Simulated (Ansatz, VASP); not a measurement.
## N: VASP beside Ansatz

File INCAR:

```
PREC = Accurate ; ENCUT = 520
EDIFF = 1E-7 ; ISMEAR = 0
SIGMA = 0.1 ; LREAL = False
LASPH = True ; NELM = 100
ALGO = Normal ; ISIF = 2
LWAVE = False ; LCHARG = False
GGA = PE ; NBANDS = 8
```

Contents of KPOINTS:

```
regular mesh
0
Gamma
  22 22 22
```

The input POSCAR:

```
N
1.0
    0.0000000000      1.5992730499      1.5992730499
    1.5992730499      0.0000000000      1.5992730499
    1.5992730499      1.5992730499      0.0000000000
N
1
Direct
    0.0000000000      0.0000000000      0.0000000000
```

Input for Ansatz:

```yaml
crystal:
  lattice:
    - [0.0, 1.5992730499, 1.5992730499]
    - [1.5992730499, 0.0, 1.5992730499]
    - [1.5992730499, 1.5992730499, 0.0]
  atoms:
    - { symbol: "N", position: [0.0, 0.0, 0.0] }
basis:
  ecutwfc: 420
kpoints:
  mp_grid: { grid: [22, 22, 22] }
hamiltonian:
  xc: pbe
scf:
  occupations: { method: gaussian, width: 0.1 }
output:
  forces: true
  stress: true
  eigenvalues: true
```

Alike in both runs: task single point; functional PBE; k mesh 22 × 22 × 22; occupations gaussian, width 0.1 eV; no spin polarisation.

```csv
,VASP,Ansatz
version,VASP 6.6.1,Ansatz 0.2.0
potentials or method,"VASP PAW PBE potentials, release 64 (N)","scalar-relativistic, plane waves, PAW"
plane-wave cutoff (eV),520,420
valence electrons in the cell,5,5
```

```tsv
	VASP	Ansatz	Ansatz less VASP
gap on the k mesh at the Fermi level (eV)	none	none	-
pressure (GPa)	-11.5	-11.3	+0.25
```

A gap of «none» marks a metal or a gap that the smearing closes.
